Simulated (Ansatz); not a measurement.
**MgF2: LAPW beside PAW**

The same cell of MgF2 is computed with all-electron LAPW, PAW on the default files and all-electron PAW on datasets made for the crystal, to set the results side by side.

Computed with Ansatz 0.2.0 (DFT PBE, scalar-relativistic, unless a step's input says otherwise).

## 1. Starting point

It takes space group P4_2/mnm (No. 136, tetragonal). The conventional cell has a = 4.621 Å, b = 4.621 Å, c = 3.016 Å, α = 90.00°, β = 90.00°, γ = 90.00°. Around Mg (site symmetry mmm) lie 6 F at 1.98 Å. Around F (site symmetry m2m) lie 3 Mg at 1.98 Å.

Coordinates:

```cif
data_structure
_symmetry_space_group_name_H-M 'P 1'
_symmetry_Int_Tables_number 1
_cell_length_a 4.6213
_cell_length_b 4.6213
_cell_length_c 3.0159
_cell_angle_alpha 90.000
_cell_angle_beta 90.000
_cell_angle_gamma 90.000
_cell_volume 64.41
loop_
_atom_site_label
_atom_site_type_symbol
_atom_site_fract_x
_atom_site_fract_y
_atom_site_fract_z
_atom_site_occupancy
Mg1 Mg 0.00000 0.00000 0.00000 1
Mg2 Mg 0.50000 0.50000 0.50000 1
F1 F 0.30280 0.30280 0.00000 1
F2 F 0.19720 0.80280 0.50000 1
F3 F 0.69720 0.69720 0.00000 1
F4 F 0.80280 0.19720 0.50000 1
```

The geometry is a database entry used as it stands. It may stem from high pressure or temperature, or be incomplete, so it serves as a test cell.

Atoms are numbered in the order of the input: Mg1, Mg2, F3, F4, F5, F6.

## 2. All-electron LAPW

File input.yaml:

```yaml
crystal:
  lattice:
    - [4.6213, 0.0, 0.0]
    - [0.0, 4.6213, 0.0]
    - [0.0, 0.0, 3.0159]
  atoms:
    - { symbol: Mg, position: [0.0, 0.0, 0.0] }
    - { symbol: Mg, position: [0.5, 0.5, 0.5] }
    - { symbol: F, position: [0.3028, 0.3028, 0.0] }
    - { symbol: F, position: [0.1972, 0.8028, 0.5] }
    - { symbol: F, position: [0.6972, 0.6972, 0.0] }
    - { symbol: F, position: [0.8028, 0.1972, 0.5] }
kpoints:
  mp_grid: { grid: [5, 5, 7] }
  band_path:
    path:
      - [0.0, 0.0, 0.0]
      - [0.0, 0.5, 0.0]
      - [0.5, 0.5, 0.0]
      - [0.0, 0.0, 0.0]
      - [0.0, 0.0, 0.5]
      - [0.0, 0.5, 0.5]
      - [0.5, 0.5, 0.5]
      - [0.0, 0.0, 0.5]
      - [0.0, 0.5, 0.0]
    npoints: 14
scf:
  occupations: { method: fermi_dirac, width: 0.02 }
hamiltonian:
  xc: pbe
  pseudopotentials: { kind: all_electron, lapw: { basis_error: 0.001 } }
output:
  forces: true
  stress: true
  eigenvalues: true
  populations: true
  dos: { projected: true, de: 0.2, e_range: [-14, 8] }
```

Run with:

```
ansatz run input.yaml --threads 2 --pin off --max-ram 6144MiB --backend cpu --events-out ev --progress --plain --runs-dir out
```

## 3. PAW on the default files

Edit input.yaml of step 2 so:

```diff
@@ -30,3 +30,3 @@
   xc: pbe
-  pseudopotentials: { kind: all_electron, lapw: { basis_error: 0.001 } }
+  pseudopotentials: { kind: paw }
 output:
@@ -35,3 +35,9 @@
   eigenvalues: true
+  efg: { contact_densities: true }
   populations: true
+  bader: true
   dos: { projected: true, de: 0.2, e_range: [-14, 8] }
+  write_density: true
+  write_potential: true
+  elf: true
+  volumetric_format: npy
```

## 4. All-electron PAW on datasets made for the crystal

Edit input.yaml of step 3 so:

```diff
@@ -25,3 +25,3 @@
       - [0.0, 0.5, 0.0]
-    npoints: 14
+    npoints: 8
 scf:
@@ -30,3 +30,3 @@
   xc: pbe
-  pseudopotentials: { kind: paw }
+  pseudopotentials: { kind: all_electron, datasets: crystal }
 output:
@@ -36,8 +36 @@
   efg: { contact_densities: true }
-  populations: true
-  bader: true
-  dos: { projected: true, de: 0.2, e_range: [-14, 8] }
-  write_density: true
-  write_potential: true
-  elf: true
-  volumetric_format: npy
```

(Steps that only read results are left out.)

What does the calculation give? Wanted: pressure; gap; largest force; Bader charges; highest ELF.

**Answer**, as computed:

```
           quantity                                               value
           pressure      LAPW 6.25, PAW 6.22, crystal datasets 6.24 GPa
         gap (LAPW)                                7.23 eV, direct at Γ
      largest force  LAPW 0.057, PAW 0.054, crystal datasets 0.057 eV/Å
Bader charges (PAW)                               Mg1 +1.77, F3 -0.89 e
  highest ELF (PAW)                                 0.82, 0.63 Å from F
```

What this shows: The pressure of 6.2 GPa pushes the cell to expand, with the atoms held in place. A gap opens: 7.23 eV, direct at Γ. It is the Kohn-Sham gap of a semilocal functional, which mostly lies below the gap found in experiment. F 2p states make 100 % of the projected weight in the top eV of the valence band. The projection holds only the free atom's occupied shells (Mg 3s, F 2p in this range). The field gradient at F3, the largest by crystal datasets, is -4.85 by PAW and -4.82 by crystal datasets (10²¹ V/m²), within 5 %. In pressure, PAW differs from LAPW by -0.02 GPa and +0.01 eV in the gap. The forces differ by at most 2 meV/Å in a component, on a largest force of 0.057 eV/Å.
